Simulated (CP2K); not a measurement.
A run of CP2K 2026.2:

File sb_bands.inp:

```
&GLOBAL
  PROJECT sb_bands
  RUN_TYPE ENERGY_FORCE
  PRINT_LEVEL LOW
&END GLOBAL
&FORCE_EVAL
  METHOD QS
  STRESS_TENSOR ANALYTICAL
  &DFT
    BASIS_SET_FILE_NAME BASIS_MOLOPT_UZH
    POTENTIAL_FILE_NAME POTENTIAL_UZH
    &MGRID
      CUTOFF 675
      REL_CUTOFF 60
      NGRIDS 4
    &END MGRID
    &QS
      METHOD GPW
      EPS_DEFAULT 1.0E-10
    &END QS
    &KPOINTS
      SCHEME MONKHORST-PACK 10 10 10
      GAMMA_CENTERED T
      SYMMETRY T
      SYMMETRY_BACKEND SPGLIB
    &END KPOINTS
    &SCF
      SCF_GUESS ATOMIC
      EPS_SCF 1.0E-6
      MAX_SCF 100
      ADDED_MOS 8
      CHOLESKY OFF
      EPS_EIGVAL 1.0E-7
      &DIAGONALIZATION ON
        ALGORITHM STANDARD
      &END DIAGONALIZATION
      &MIXING ON
        METHOD BROYDEN_MIXING
        ALPHA 0.4
        BETA 1.5
        NBUFFER 8
      &END MIXING
      &SMEAR ON
        METHOD FERMI_DIRAC
        ELECTRONIC_TEMPERATURE 580.23
      &END SMEAR
    &END SCF
    &XC
      &XC_FUNCTIONAL PBE
      &END XC_FUNCTIONAL
    &END XC
    &PRINT
      &KPOINTS ON
      &END KPOINTS
      &MULLIKEN ON
      &END MULLIKEN
      &MO ON
        ENERGIES T
        OCCUPATION_NUMBERS T
        &EACH
          QS_SCF 0
        &END EACH
        ADD_LAST NUMERIC
      &END MO
      &BAND_STRUCTURE
        FILE_NAME bands.bs
        ADDED_MOS 4
        &KPOINT_SET
          UNITS B_VECTOR
          NPOINTS 6
          SPECIAL_POINT GAMMA 0.00000000 0.00000000 0.00000000
          SPECIAL_POINT X 0.50000000 0.00000000 0.50000000
          SPECIAL_POINT W 0.50000000 0.25000000 0.75000000
          SPECIAL_POINT K 0.37500000 0.37500000 0.75000000
          SPECIAL_POINT GAMMA 0.00000000 0.00000000 0.00000000
          SPECIAL_POINT L 0.50000000 0.50000000 0.50000000
          SPECIAL_POINT U 0.62500000 0.25000000 0.62500000
          SPECIAL_POINT W 0.50000000 0.25000000 0.75000000
          SPECIAL_POINT L 0.50000000 0.50000000 0.50000000
          SPECIAL_POINT K 0.37500000 0.37500000 0.75000000
        &END KPOINT_SET
        &KPOINT_SET
          UNITS B_VECTOR
          NPOINTS 6
          SPECIAL_POINT U 0.62500000 0.25000000 0.62500000
          SPECIAL_POINT X 0.50000000 0.00000000 0.50000000
        &END KPOINT_SET
      &END BAND_STRUCTURE
    &END PRINT
  &END DFT
  &SUBSYS
    &CELL
      ABC 3.3534433337 3.3534433338 3.3534433337
      ALPHA_BETA_GAMMA 59.9999999999 59.9999999992 59.9999999998
      PERIODIC XYZ
    &END CELL
    &COORD
      SCALED
      Sb  0.0000000000 0.0000000000 0.0000000000
    &END COORD
    &KIND Sb
      BASIS_SET TZVP-MOLOPT-PBE-GTH-q5
      POTENTIAL GTH-PBE-q5
    &END KIND
    &PRINT
      &ATOMIC_COORDINATES ON
      &END ATOMIC_COORDINATES
      &CELL ON
      &END CELL
      &SYMMETRY ON
      &END SYMMETRY
    &END PRINT
  &END SUBSYS
  &PRINT
    &FORCES ON
    &END FORCES
    &STRESS_TENSOR ON
    &END STRESS_TENSOR
  &END PRINT
&END FORCE_EVAL
```

Potentials or basis: POTENTIAL_UZH Sb GTH-PBE-q5; TZVP-MOLOPT-PBE-GTH basis.

Run with:

```sh
$ OMP_NUM_THREADS=1 cp2k.psmp -i sb_bands.inp -o sb_bands.out
```

Hardware: 1 thread of Arm Neoverse N1, with other jobs on the host.

Q: Estimate the wall time of this run.

A: Wall time 23 s on 1 thread of Arm Neoverse N1, on a shared host, peak memory 0.25 GiB. Counts: scf iterations 11, k points 47, basis 17, bands 11, force evaluations 1.
